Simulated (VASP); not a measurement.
# Ni (Fm-3m) in VASP: a series of runs

Runs on Ni. Level: PBE+U. Tasks: relaxation of cell and atoms, band structure.

Everything below comes from runs of VASP 6.6.1. Logs are shortened: lines on timing, memory, paths and dates and some standing lists are left out, and cuts for length are marked.

### 1 The crystal as given

Symmetry: Fm-3m, No. 225, cubic system. Conventional cell: a = 3.524 Å, b = 3.524 Å, c = 3.524 Å, α = 90.00°, β = 90.00°, γ = 90.00°. Ni (site symmetry m-3m) is surrounded by 12 Ni at 2.49 Å.

### 2 Relaxation of cell and atoms, PBE+U, collinear spin, ferromagnetic start

INCAR reads:

```
PREC = Accurate
ENCUT = 520
EDIFF = 1E-7
ISMEAR = 0
SIGMA = 0.1
LREAL = False
LASPH = True
NELM = 120
ALGO = Normal
ISIF = 3
LWAVE = False
LCHARG = False
ISPIN = 2
MAGMOM = 0.8
LORBIT = 11
LMAXMIX = 4
LDAU = True
LDAUTYPE = 2
LDAUL = 2
LDAUU = 2
LDAUJ = 0
LDAUPRINT = 1
GGA = PE
IBRION = 2
NSW = 80
EDIFFG = -0.002
```

KPOINTS reads:

```
regular mesh
0
Gamma
  20 20 20
```

POSCAR reads:

```
Ni
1.0
    0.0000000000      1.7619350000      1.7619350000
    1.7619350000      0.0000000000      1.7619350000
    1.7619350000      1.7619350000      0.0000000000
Ni
1
Direct
    0.0000000000      0.0000000000      0.0000000000
```

Potentials or basis: VASP PAW PBE potentials, release 64 (Ni).

Launch:

```sh
> cat potpaw_PBE.64/Ni/POTCAR > POTCAR
> mpirun -np 1 vasp_std > vasp.out
```

OUTCAR:

```text
PREC = Accurate
   ENCUT = 520
   EDIFF = 1E-7
   ISMEAR = 0
   LREAL = False
   LASPH = True
   NELM = 120
   ISIF = 3
   ISPIN = 2
   LORBIT = 11
   GGA = PE
   IBRION = 2
   NSW = 80
   EDIFFG = -0.002

 ion  position               nearest neighbor table
   1  0.000  0.000  0.000-

  LATTYP: Found a face centered cubic cell.
 ALAT       =     3.5238700000

  Lattice vectors:

 A1 = (   0.0000000000,   1.7619350000,   1.7619350000)
 A2 = (   1.7619350000,   0.0000000000,   1.7619350000)
 A3 = (   1.7619350000,   1.7619350000,   0.0000000000)

Analysis of symmetry for initial positions (statically):
=====================================================================
 Subroutine PRICEL returns:
 Original cell was already a primitive cell.

 Routine SETGRP: Setting up the symmetry group for a
 face centered cubic supercell.

 Subroutine GETGRP returns: Found 48 space group operations
 (whereof 48 operations were pure point group operations)
 out of a pool of 48 trial point group operations.

The static configuration has the point symmetry O_h .

Analysis of symmetry for dynamics (positions and initial velocities):
=====================================================================
 Subroutine PRICEL returns:
 Original cell was already a primitive cell.

 Routine SETGRP: Setting up the symmetry group for a
 face centered cubic supercell.

 Subroutine GETGRP returns: Found 48 space group operations
 (whereof 48 operations were pure point group operations)
 out of a pool of 48 trial point group operations.

The dynamic configuration has the point symmetry O_h .

Analysis of structural, dynamic, and magnetic symmetry:
=====================================================================
 Subroutine PRICEL returns:
 Original cell was already a primitive cell.

 Routine SETGRP: Setting up the symmetry group for a
 face centered cubic supercell.

 Subroutine GETGRP returns: Found 48 space group operations
 (whereof 48 operations were pure point group operations)
 out of a pool of 48 trial point group operations.

The overall configuration has the point symmetry O_h .

 Subroutine INISYM returns: Found 48 space group operations
 (whereof 48 operations are pure point group operations),
 and found     1 'primitive' translations

----------------------------------------------------------------------------------------

                                     Primitive cell

  volume of cell :      10.9396

  direct lattice vectors                    reciprocal lattice vectors
     0.000000000  1.761935000  1.761935000    -0.283778914  0.283778914  0.283778914
     1.761935000  0.000000000  1.761935000     0.283778914 -0.283778914  0.283778914
     1.761935000  1.761935000  0.000000000     0.283778914  0.283778914 -0.283778914

  length of vectors
     2.491752373  2.491752373  2.491752373     0.491519496  0.491519496  0.491519496

  position of ions in fractional coordinates (direct lattice)
     0.000000000  0.000000000  0.000000000

  ion indices of the primitive-cell ions
   primitive index   ion index
                 1           1

----------------------------------------------------------------------------------------

 KPOINTS: regular mesh

Automatic generation of k-mesh.
 Grid dimensions read from file:
 generate k-points for:   20   20   20

 Generating k-lattice:

  Cartesian coordinates                     Fractional coordinates (reciprocal lattice)
    -0.014188946  0.014188946  0.014188946     0.050000000  0.000000000  0.000000000
     0.014188946 -0.014188946  0.014188946     0.000000000  0.050000000  0.000000000
     0.014188946  0.014188946 -0.014188946     0.000000000  0.000000000  0.050000000

  Length of vectors
     0.024575975  0.024575975  0.024575975

  Shift w.r.t. Gamma in fractional coordinates (k-lattice)
     0.000000000  0.000000000  0.000000000

 Subroutine IBZKPT returns following result:
 ===========================================

 Found    256 irreducible k-points:

 Following reciprocal coordinates:
            Coordinates               Weight
[... 44 lines left out ...]
  --------------------------------------------------------------------------------------
  -------------------------------------------------------------------------------------
  Total       -0.2825335     -0.2825335     -0.2825335     -0.0000000     -0.0000000     -0.0000000
  in kB      -41.3790920    -41.3790920    -41.3790920     -0.0000000     -0.0000000     -0.0000000
  external PRESSURE =     -41.3790920 kB  Pullay stress =       0.0000000 kB
[... 51 lines left out ...]
  FREE ENERGIE OF THE ION-ELECTRON SYSTEM (eV)
  ---------------------------------------------------
  free  energy   TOTEN  =        -4.1919613675 eV

  energy  without entropy=       -4.1847122231  energy(sigma->0) =       -4.18833680

atom =   1  type =  1  l = 2

 onsite density matrix

spin component  1

  0.9125 -0.0000 -0.0000 -0.0000 -0.0000
 -0.0000  0.9125  0.0000  0.0000 -0.0000
 -0.0000  0.0000  0.9217 -0.0000  0.0000
 -0.0000  0.0000 -0.0000  0.9125 -0.0000
 -0.0000 -0.0000  0.0000 -0.0000  0.9217

spin component  2

  0.7005  0.0000 -0.0000  0.0000  0.0000
  0.0000  0.7005 -0.0000 -0.0000  0.0000
 -0.0000 -0.0000  0.8730  0.0000 -0.0000
  0.0000 -0.0000  0.0000  0.7005  0.0000
  0.0000  0.0000 -0.0000  0.0000  0.8730

 occupancies and eigenvectors

  o =  0.7005  v =  0.0000  0.0000  0.0000  0.0000  0.0000  0.0000 -0.9900  0.0000 -0.1412 -0.0000      0.0000  0.0000  0.0000  0.0000  0.0000  0.0000  0.0000  0.0000  0.0000  0.0000
  o =  0.7005  v =  0.0000  0.0000  0.0000  0.0000  0.0000  0.0000 -0.1412 -0.0000  0.9900  0.0000      0.0000  0.0000  0.0000  0.0000  0.0000  0.0000  0.0000  0.0000  0.0000  0.0000
  o =  0.7005  v =  0.0000  0.0000  0.0000  0.0000  0.0000  1.0000  0.0000  0.0000  0.0000  0.0000      0.0000  0.0000  0.0000  0.0000  0.0000  0.0000  0.0000  0.0000  0.0000  0.0000
  o =  0.8730  v =  0.0000  0.0000  0.0000  0.0000  0.0000  0.0000 -0.0000  0.9358  0.0000  0.3525      0.0000  0.0000  0.0000  0.0000  0.0000  0.0000  0.0000  0.0000  0.0000  0.0000
  o =  0.8730  v =  0.0000  0.0000  0.0000  0.0000  0.0000  0.0000  0.0000  0.3525  0.0000 -0.9358      0.0000  0.0000  0.0000  0.0000  0.0000  0.0000  0.0000  0.0000  0.0000  0.0000
  o =  0.9125  v =  1.0000  0.0000  0.0000  0.0000  0.0000  0.0000  0.0000  0.0000  0.0000  0.0000      0.0000  0.0000  0.0000  0.0000  0.0000  0.0000  0.0000  0.0000  0.0000  0.0000
  o =  0.9125  v =  0.0000  0.5126  0.0000 -0.8587 -0.0000  0.0000  0.0000  0.0000  0.0000  0.0000      0.0000  0.0000  0.0000  0.0000  0.0000  0.0000  0.0000  0.0000  0.0000  0.0000
  o =  0.9125  v =  0.0000 -0.8587 -0.0000 -0.5126 -0.0000  0.0000  0.0000  0.0000  0.0000  0.0000      0.0000  0.0000  0.0000  0.0000  0.0000  0.0000  0.0000  0.0000  0.0000  0.0000
  o =  0.9217  v =  0.0000  0.0000 -0.7181  0.0000  0.6959  0.0000  0.0000  0.0000  0.0000  0.0000      0.0000  0.0000  0.0000  0.0000  0.0000  0.0000  0.0000  0.0000  0.0000  0.0000
  o =  0.9217  v =  0.0000  0.0000 -0.6959  0.0000 -0.7181  0.0000  0.0000  0.0000  0.0000  0.0000      0.0000  0.0000  0.0000  0.0000  0.0000  0.0000  0.0000  0.0000  0.0000  0.0000

--------------------------------------- Ionic step        3  -------------------------------------------

 number of electron      10.0000005 magnetization       0.6680214

 Free energy of the ion-electron system (eV)
  ---------------------------------------------------
  ext. energy  EPLUGINS =         0.00000000
  ---------------------------------------------------
  free energy    TOTEN  =        -4.19379750 eV

  energy without entropy =       -4.18631532  energy(sigma->0) =       -4.19005641

 E-fermi :   9.4067     XC(G=0): -13.3305

 val. band max:        9.4005069610   @ k =   0.3500   0.2000   0.1000
 cond. band min:       9.4076256764   @ k =  -0.3500   0.3000   0.0000
 fundamental gap:      0.0071187153
 Fermi energy:         9.4067020409

 spin component 1

 k-point     1 :       0.0000    0.0000    0.0000
  band No.  band energies     occupation
      1       0.5333      1.00000
      2       6.4778      1.00000
      3       6.4778      1.00000
      4       6.4779      1.00000
      5       7.7578      1.00000
      6       7.7578      1.00000
      7      33.5638      0.00000
      8      37.5674      0.00000
      9      37.5674      0.00000
[... 596 lines left out ...]
  FREE ENERGIE OF THE ION-ELECTRON SYSTEM (eV)
  ---------------------------------------------------
  free  energy   TOTEN  =        -4.1937975004 eV

  energy  without entropy=       -4.1863153199  energy(sigma->0) =       -4.19005641

 reached required accuracy - stopping structural energy minimisation

 total charge

# of ion       s       p       d       tot
------------------------------------------
    1        0.498   0.488   8.401   9.387

 magnetization (x)

# of ion       s       p       d       tot
------------------------------------------
    1       -0.011  -0.036   0.735   0.688
```

It took 1.9 min on 1 thread of Intel Xeon Platinum 8259CL at 2.50GHz (Skylake/Cascade Lake), shared host; peak memory 0.17 GiB.

Results:

```
Free energy                                           : -4.1938 eV
Relaxed volume                                        : 10.68 Å³/atom
Relaxed cell                                          : a = 2.472 Å, b = 2.472 Å, c = 2.472 Å, α = 60.00°, β = 60.00°, γ = 60.00°
Space group after relaxing (to 0.05 Å)                : Fm-3m (No. 225)
Energy gained by relaxing                             : 3.5 meV/atom
Ionic steps                                           : 3
Pressure after relaxing                               : 0.0 GPa
Band gap on the k mesh                                : none (metal or under the smearing width)
Net moment                                            : 0.67 μB per cell
Site moments                                          : Ni +0.69 μB
Valence electrons inside the program's atomic spheres : Ni 9.39
```

Step by step:
```tsv
step	energy change (eV)	largest force (eV/Å)	pressure (GPa)	volume (Å³)
1	0.0000	0.0000	-4.14	10.94
2	-0.0016	0.0000	3.33	10.50
3	-0.0035	0.0000	0.01	10.68
```

Final structure:
```
CELL_PARAMETERS angstrom
0.00000 1.74785 1.74785
1.74785 0.00000 1.74785
1.74785 1.74785 0.00000
ATOMIC_POSITIONS crystal
Ni 0.00000 0.00000 0.00000
```

Levels at points of the mesh, in eV from the Fermi level:
Spin up:
```csv
k point,band 3,band 4,band 5,band 6,band 7,band 8
"(0.00, 0.00, 0.00)",-2.93,-2.93,-1.65,-1.65,24.16,28.16
"(0.50, 0.00, 0.00)",-2.87,-1.01,-1.01,-0.06,5.73,22.62
"(0.50, 0.50, 0.00)",-0.91,-0.91,-0.91,2.73,9.30,15.27
```
Spin down:
```
           k point  band 1  band 2  band 3  band 4  band 5  band 6  band 7  band 8  band 9
(0.00, 0.00, 0.00)   -8.95   -1.64   -1.64   -1.64   -1.00   -1.00   23.91   28.09   28.09
(0.50, 0.00, 0.00)   -4.42   -2.03   -2.03   -0.16    0.14    0.14    6.40   22.42   25.34
(0.50, 0.50, 0.00)   -4.69   -3.63   -0.24    0.52    0.52    2.65    9.56   15.25   15.25
```

Eigenvalues of the final occupation matrices:
```tsv
site	spin	trace	eigenvalues
site 1 d	1	4.58	0.91 0.91 0.91 0.92 0.92
site 1 d	2	3.85	0.70 0.70 0.70 0.87 0.87
```

Caveat: the U is typed as a test and isn't derived for this compound. The state reached can hang on the start; a lower one may exist.

### 3 Relaxation of cell and atoms, PBE+U, collinear spin, ferromagnetic start

This run uses another cell than the first one, of 10.68 Å³/atom, 0.976 times its volume.

INCAR is that of step 2.

KPOINTS is that of step 2.

POSCAR reads:

```
Ni                                      
1.0
   -0.0000000000      1.7478457024      1.7478457024
    1.7478457024      0.0000000000      1.7478457024
    1.7478457024      1.7478457024      0.0000000000
  Ni            
     1
Direct
     0.0000000000000000    0.0000000000000000    0.0000000000000000
```

Potentials or basis: VASP PAW PBE potentials, release 64 (Ni).

Launch:

```sh
> cat potpaw_PBE.64/Ni/POTCAR > POTCAR
> mpirun -np 1 vasp_std > vasp.out
```

Run time: 40 s. Hardware: 1 thread of Intel Xeon Platinum 8259CL at 2.50GHz (Skylake/Cascade Lake), shared host; peak memory 0.16 GiB.

It converged, with:

```yaml
Free_energy: -4.1938 eV
Pressure_after_relaxing: 0.0 GPa
Band_gap_on_the_k_mesh: none (metal or under the smearing width)
Net_moment: 0.67 μB per cell
Site_moments: Ni +0.69 μB
Valence_electrons_inside_the_program's_atomic_spheres: Ni 9.39
```

Final structure:
```
CELL_PARAMETERS angstrom
0.00000 1.74785 1.74785
1.74785 0.00000 1.74785
1.74785 1.74785 0.00000
ATOMIC_POSITIONS crystal
Ni 0.00000 0.00000 0.00000
```

Levels at points of the mesh, in eV from the Fermi level:
Spin up:
```tsv
k point	band 1	band 2	band 3	band 4	band 5	band 6	band 7	band 8	band 9
(0.00, 0.00, 0.00)	-8.87	-2.93	-2.93	-2.93	-1.65	-1.65	24.16	28.16	28.16
(0.50, 0.00, 0.00)	-5.23	-2.87	-2.87	-1.01	-1.01	-0.06	5.73	22.62	25.27
(0.50, 0.50, 0.00)	-5.08	-4.74	-0.91	-0.91	-0.91	2.73	9.30	15.27	15.27
```
Spin down:
| k point | band 3 | band 4 | band 5 | band 6 | band 7 | band 8 |
| --- | --- | --- | --- | --- | --- | --- |
| (0.00, 0.00, 0.00) | -1.64 | -1.64 | -1.00 | -1.00 | 23.91 | 28.09 |
| (0.50, 0.00, 0.00) | -2.03 | -0.16 | 0.14 | 0.14 | 6.40 | 22.42 |
| (0.50, 0.50, 0.00) | -0.24 | 0.52 | 0.52 | 2.65 | 9.56 | 15.25 |

Eigenvalues of the final occupation matrices:
```
    site  spin  trace               eigenvalues
site 1 d     1   4.58  0.91 0.91 0.91 0.92 0.92
site 1 d     2   3.85  0.70 0.70 0.70 0.87 0.87
```

Caveat: the relaxation stopped at its first step, so nothing moved; the U is typed as a test and isn't derived for this compound. The state reached can hang on the start; a lower one may exist.

### 4 Band structure, PBE+U, collinear spin, ferromagnetic start

This run uses another cell than the first one, of 10.68 Å³/atom, 0.976 times its volume.

Changes to INCAR since step 3:

```diff
@@ -9,3 +9,3 @@
 ALGO = Normal
-ISIF = 3
+ISIF = 2
 LWAVE = False
@@ -23,4 +23 @@
 GGA = PE
-IBRION = 2
-NSW = 80
-EDIFFG = -0.002
```

KPOINTS is that of step 3.

Changes to POSCAR since step 3:

```diff
@@ -2,3 +2,3 @@
 1.0
-   -0.0000000000      1.7478457024      1.7478457024
+    0.0000000000      1.7478457024      1.7478457024
     1.7478457024      0.0000000000      1.7478457024
```

KPOINTS_OPT reads:

```
path GXWKGLUWLK,UX
20
line-mode
reciprocal
 0.0000000000  0.0000000000  0.0000000000  G
 0.5000000000  0.0000000000  0.5000000000  X

 0.5000000000  0.0000000000  0.5000000000  X
 0.5000000000  0.2500000000  0.7500000000  W

 0.5000000000  0.2500000000  0.7500000000  W
 0.3750000000  0.3750000000  0.7500000000  K

 0.3750000000  0.3750000000  0.7500000000  K
 0.0000000000  0.0000000000  0.0000000000  G

 0.0000000000  0.0000000000  0.0000000000  G
 0.5000000000  0.5000000000  0.5000000000  L

 0.5000000000  0.5000000000  0.5000000000  L
 0.6250000000  0.2500000000  0.6250000000  U

 0.6250000000  0.2500000000  0.6250000000  U
 0.5000000000  0.2500000000  0.7500000000  W

 0.5000000000  0.2500000000  0.7500000000  W
 0.5000000000  0.5000000000  0.5000000000  L

 0.5000000000  0.5000000000  0.5000000000  L
 0.3750000000  0.3750000000  0.7500000000  K

 0.6250000000  0.2500000000  0.6250000000  U
 0.5000000000  0.0000000000  0.5000000000  X
```

Launch:

```sh
> cat potpaw_PBE.64/Ni/POTCAR > POTCAR
> mpirun -np 1 vasp_std > vasp.out
```

Run time: 55 s. Hardware: 1 thread of Intel Xeon Platinum 8259CL at 2.50GHz (Skylake/Cascade Lake), shared host; peak memory 0.19 GiB.

It converged, with:

```
Free energy                                           : -4.1938 eV
Pressure                                              : 0.0 GPa
Band gap along the path                               : none (metal or under the smearing width)
Net moment                                            : 0.67 μB per cell
Site moments                                          : Ni +0.69 μB
Valence electrons inside the program's atomic spheres : Ni 9.39
```

Levels at the corners of the path, in eV from the Fermi level:
Spin up:
```
point  band 3  band 4  band 5  band 6  band 7  band 8
    Γ   -2.93   -2.93   -1.65   -1.65   24.16   28.16
    X   -0.91   -0.91   -0.91    2.73    9.30   15.27
    X   -0.91   -0.91   -0.91    2.73    9.30   15.27
    W   -3.51   -1.70   -0.90    7.91    7.91   10.00
    W   -3.51   -1.70   -0.90    7.91    7.91   10.00
    K   -2.49   -1.47   -1.17    5.89    7.44   10.14
    K   -2.49   -1.47   -1.17    5.89    7.44   10.14
    Γ   -2.93   -2.93   -1.65   -1.65   24.16   28.16
    Γ   -2.93   -2.93   -1.65   -1.65   24.16   28.16
    L   -2.87   -1.01   -1.01   -0.06    5.74   22.62
    L   -2.87   -1.01   -1.01   -0.06    5.74   22.62
    U   -2.49   -1.47   -1.17    5.89    7.44   10.14
    U   -2.49   -1.47   -1.17    5.89    7.44   10.14
    W   -3.51   -1.70   -0.90    7.91    7.91   10.00
    W   -3.51   -1.70   -0.90    7.91    7.91   10.00
    L   -2.87   -1.01   -1.01   -0.06    5.74   22.62
    L   -2.87   -1.01   -1.01   -0.06    5.74   22.62
    K   -2.49   -1.47   -1.17    5.89    7.44   10.14
    U   -2.49   -1.47   -1.17    5.89    7.44   10.14
    X   -0.91   -0.91   -0.91    2.73    9.30   15.27
```
Spin down:
| point | band 1 | band 2 | band 3 | band 4 | band 5 | band 6 | band 7 | band 8 | band 9 |
| --- | --- | --- | --- | --- | --- | --- | --- | --- | --- |
| Γ | -8.95 | -1.64 | -1.64 | -1.64 | -1.00 | -1.00 | 23.91 | 28.09 | 28.09 |
| X | -4.69 | -3.63 | -0.24 | 0.52 | 0.52 | 2.65 | 9.56 | 15.25 | 15.25 |
| X | -4.69 | -3.63 | -0.24 | 0.52 | 0.52 | 2.65 | 9.56 | 15.25 | 15.25 |
| W | -3.74 | -2.44 | -2.44 | -1.07 | 0.52 | 8.21 | 8.21 | 10.17 | 11.65 |
| W | -3.74 | -2.44 | -2.44 | -1.07 | 0.52 | 8.21 | 8.21 | 10.17 | 11.65 |
| K | -3.90 | -3.19 | -1.42 | -0.83 | 0.24 | 6.20 | 7.69 | 10.36 | 17.56 |
| K | -3.90 | -3.19 | -1.42 | -0.83 | 0.24 | 6.20 | 7.69 | 10.36 | 17.56 |
| Γ | -8.95 | -1.64 | -1.64 | -1.64 | -1.00 | -1.00 | 23.91 | 28.09 | 28.09 |
| Γ | -8.95 | -1.64 | -1.64 | -1.64 | -1.00 | -1.00 | 23.91 | 28.09 | 28.09 |
| L | -4.42 | -2.03 | -2.03 | -0.16 | 0.14 | 0.14 | 6.40 | 22.42 | 25.34 |
| L | -4.42 | -2.03 | -2.03 | -0.16 | 0.14 | 0.14 | 6.40 | 22.42 | 25.34 |
| U | -3.90 | -3.19 | -1.42 | -0.83 | 0.24 | 6.20 | 7.69 | 10.36 | 17.56 |
| U | -3.90 | -3.19 | -1.42 | -0.83 | 0.24 | 6.20 | 7.69 | 10.36 | 17.56 |
| W | -3.74 | -2.44 | -2.44 | -1.07 | 0.52 | 8.21 | 8.21 | 10.17 | 11.65 |
| W | -3.74 | -2.44 | -2.44 | -1.07 | 0.52 | 8.21 | 8.21 | 10.17 | 11.65 |
| L | -4.42 | -2.03 | -2.03 | -0.16 | 0.14 | 0.14 | 6.40 | 22.42 | 25.34 |
| L | -4.42 | -2.03 | -2.03 | -0.16 | 0.14 | 0.14 | 6.40 | 22.42 | 25.34 |
| K | -3.90 | -3.19 | -1.42 | -0.83 | 0.24 | 6.20 | 7.69 | 10.36 | 17.56 |
| U | -3.90 | -3.19 | -1.42 | -0.83 | 0.24 | 6.20 | 7.69 | 10.36 | 17.56 |
| X | -4.69 | -3.63 | -0.24 | 0.52 | 0.52 | 2.65 | 9.56 | 15.25 | 15.25 |

Eigenvalues of the final occupation matrices:
```tsv
site	spin	trace	eigenvalues
site 1 d	1	4.58	0.91 0.91 0.91 0.92 0.92
site 1 d	2	3.85	0.70 0.70 0.70 0.87 0.87
```

Caveat: the U is typed as a test and isn't derived for this compound.
